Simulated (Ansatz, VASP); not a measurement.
Two plane-wave programs on MoS2

File INCAR:

```
SYSTEM = MoS2
PREC = Accurate ; ENCUT = 520
EDIFF = 1E-6 ; ISMEAR = 0
SIGMA = 0.01 ; LREAL = .FALSE.
LASPH = .TRUE. ; NELM = 100
ALGO = Fast ; ISIF = 2
LWAVE = .FALSE. ; LCHARG = .TRUE.
GGA = PE ; LELF = .TRUE.
LVHAR = .TRUE. ; NBANDS = 20
```

Contents of KPOINTS:

```
Automatic mesh
0
G
  6 6 6
  0 0 0
```

The input POSCAR:

```
MoS2
1.0
    1.5875907338      0.9165959375      6.1939396005
   -1.5875907338      0.9165959375      6.1939396005
    0.0000000000     -1.8331918751      6.1939396005
Mo S
1 2
Direct
   -0.0000146006     -0.0000146006     -0.0000146006
    0.4170015120      0.4170015120      0.4170015120
    0.2496797553      0.2496797553      0.2496797553
```

Input for Ansatz:

```yaml
crystal:
  lattice:
    - [1.5875907338, 0.9165959375, 6.1939396005]
    - [-1.5875907338, 0.9165959375, 6.1939396005]
    - [0.0, -1.8331918751, 6.1939396005]
  atoms:
    - { symbol: Mo, position: [-1.46006e-05, -1.46006e-05, -1.46006e-05] }
    - { symbol: S, position: [0.417001512, 0.417001512, 0.417001512] }
    - { symbol: S, position: [0.2496797553, 0.2496797553, 0.2496797553] }
kpoints:
  mp_grid: { grid: [6, 6, 6] }
hamiltonian:
  xc: pbe
scf:
  occupations: { method: fixed }
  n_extra_bands: 4
output:
  forces: true
  stress: true
  eigenvalues: true
  write_density: true
  write_potential: true
  elf: true
  volumetric_format: npy
```

The cell was built by a generator and needn't be a form met in nature.

Alike in both runs: task single point; functional PBE; k mesh 6 × 6 × 6; no spin polarisation.

|  | VASP | Ansatz |
| --- | --- | --- |
| version | VASP 6.6.1 | Ansatz 0.2.0 |
| potentials or method | VASP PAW PBE potentials, release 64 (Mo_sv, S) | plane waves, PAW |
| plane-wave cutoff (eV) | 520 | 420 |
| occupations | gaussian, width 0.01 eV | fixed |
| valence electrons in the cell | 26 | 26 |

|  | VASP | Ansatz | Ansatz less VASP |
| --- | --- | --- | --- |
| gap on the k mesh at the Fermi level (eV) | 0.97 | 0.95 | -0.014 |
| pressure (GPa) | 2.3 | 2.4 | +0.13 |
| largest component of the traceless stress (GPa) | 0.91 | 0.95 | +0.040 |
| rms of the force components (eV/Å) | 0.048 | 0.054 | +0.0065 |

Atom by atom the forces differ by 0.006 eV/Å (rms over components).

A k mesh can miss the band edges. Expect the measured gap to be larger: semilocal functionals such as PBE lack the derivative discontinuity.
